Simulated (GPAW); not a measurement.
The system is HfC.

```
CELL_PARAMETERS angstrom
0.00000 2.32500 2.32500
2.32500 0.00000 2.32500
2.32500 2.32500 0.00000
ATOMIC_POSITIONS crystal
Hf 0.50000 0.50000 0.50000
C 0.00000 0.00000 0.00000
```

| Property | Result |
| --- | --- |
| Program | GPAW 26.7.0 |
| Task | relaxation of cell and atoms |
| Functional | RPBE |
| Potentials or basis | the program's PAW data sets (release 1.2.1) made for this functional |
| Cutoff | 800 eV |
| Basis | pw |
| k mesh | 10 × 10 × 10 |
| Occupations | fermi-dirac, width 0.05 eV |
| Spin | no spin polarisation |

At the start: pressure 5.7 GPa; volume 12.57 Å³/atom.

Question: Where does the relaxation end?

Answer: Over 3 steps the energy falls by 5.6 meV/atom and the volume is 12.87 Å³/atom (+2.4 %); space group Fm-3m (No. 225, to 0.05 Å).

Step by step:
```
step  energy change (eV)  largest force (eV/Å)  pressure (GPa)  volume (Å³)
   1              0.0000                0.0000            5.72        25.14
   2             -0.0071                0.0000            3.34        25.38
   3             -0.0112                0.0000            0.08        25.73
```

Final structure:
```cif
data_structure
_symmetry_space_group_name_H-M 'P 1'
_symmetry_Int_Tables_number 1
_cell_length_a 3.3138
_cell_length_b 3.3138
_cell_length_c 3.3138
_cell_angle_alpha 60.000
_cell_angle_beta 60.000
_cell_angle_gamma 60.000
_cell_volume 25.73
loop_
_atom_site_label
_atom_site_type_symbol
_atom_site_fract_x
_atom_site_fract_y
_atom_site_fract_z
_atom_site_occupancy
Hf1 Hf 0.50000 0.50000 0.50000 1
C1 C 0.00000 0.00000 0.00000 1
```

Caveat: later steps reuse the first step's grids.
